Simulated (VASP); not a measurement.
# Ti: single point with PBE

Crystal: Ti.

```
Ti
1.0
    -0.03453    1.97292    1.94488
     1.98526    0.00000    1.91035
     2.01979    1.97292   -0.03453
Ti
1
Direct
  0.00000 0.00000 0.00000
```

The cell isn't the ideal one: strained and moved within a subgroup.

```json
{
 "Program": "VASP 6.6.1",
 "Task": "single point",
 "Functional": "PBE",
 "Potentials or basis": "VASP PAW PBE potentials, release 64 (Ti_sv)",
 "Cutoff": "520 eV",
 "k mesh": "16 × 16 × 16",
 "Occupations": "gaussian, width 0.1 eV",
 "Spin": "no spin polarisation",
 "Dipole correction": "no",
 "Further INCAR settings": "ALGO = Fast; EDIFF = 1e-06; NBANDS = 12"
}
```

- Pressure: 14.5 GPa
- Band gap on the k mesh: none (metal or under the smearing width)

Stress tensor (GPa, compression positive):
```
13.85  0.00  2.17
 0.00 14.67  0.00
 2.17  0.00 15.02
```

Levels at points of the mesh, in eV from the Fermi level:
| k point | band 3 | band 4 | band 5 | band 6 | band 7 | band 8 | band 9 | band 10 |
| --- | --- | --- | --- | --- | --- | --- | --- | --- |
| (0.00, 0.00, 0.00) | -32.23 | -32.20 | -6.35 | 0.67 | 0.95 | 1.19 | 2.67 | 3.02 |
| (0.50, 0.00, 0.00) | -32.35 | -32.31 | -2.87 | 0.62 | 0.79 | 1.06 | 3.95 | 4.17 |
| (0.00, 0.50, 0.00) | -32.40 | -32.34 | -2.85 | 0.51 | 1.00 | 1.14 | 4.02 | 4.23 |
| (0.50, 0.50, 0.00) | -32.61 | -32.57 | -3.00 | -2.09 | 3.79 | 4.03 | 4.39 | 4.51 |
| (0.50, 0.00, 0.50) | -32.62 | -32.51 | -3.00 | -2.04 | 3.48 | 4.08 | 4.29 | 4.55 |
| (0.00, 0.50, 0.50) | -32.54 | -32.52 | -3.00 | -1.99 | 3.02 | 4.08 | 4.36 | 4.48 |

Run time: 2.5 min on 1 thread of Intel(R) Xeon(R) Platinum 8488C (Sapphire Rapids) (shared host), peak memory 0.3 GiB.
